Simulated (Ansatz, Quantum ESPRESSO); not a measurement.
**TiC and the pressure, program beside program**

The cell as given:

It takes space group Fm-3m (No. 225, cubic). Conventional cell: a = 4.331 Å, b = 4.331 Å, c = 4.331 Å, α = 90.00°, β = 90.00°, γ = 90.00°. Around Ti (site symmetry m-3m) lie 6 C at 2.17 Å. C (site symmetry m-3m) is surrounded by 6 Ti at 2.17 Å.

The cell is a database's computed one, not the measured one.

Kept alike: task relaxation of cell and atoms; functional PBEsol; k mesh 11 × 11 × 11; occupations fermi-dirac, width 0.05 eV; no spin polarisation. The mesh is that of the run's cell of 2 atoms. No spin-orbit coupling.

- A: Ansatz, all-electron LAPW, scalar-relativistic
- B: Quantum ESPRESSO, GBRV 1.5 PBEsol, cutoff 707 eV

| pressure (GPa) | A: volume (Å³/atom) | B: volume (Å³/atom) |
| --- | --- | --- |
| 0 | 9.891 | 9.895 |
| 5 | ? | 9.718 |
| 10 | 9.553 | 9.556 |
| 20 | 9.265 | 9.266 |
| 30 | 9.013 | 9.014 |

Values hold for each row's relaxed cell, which stops near the pressure aimed at. The runs follow the start's structure, whether or not it is the stable one at these pressures.

Estimate the value left open.

In the median of the other rows A lies -0.002 Å³/atom from the other column, which points to 9.716; the run gave 9.715 Å³/atom, -0.001 from it.
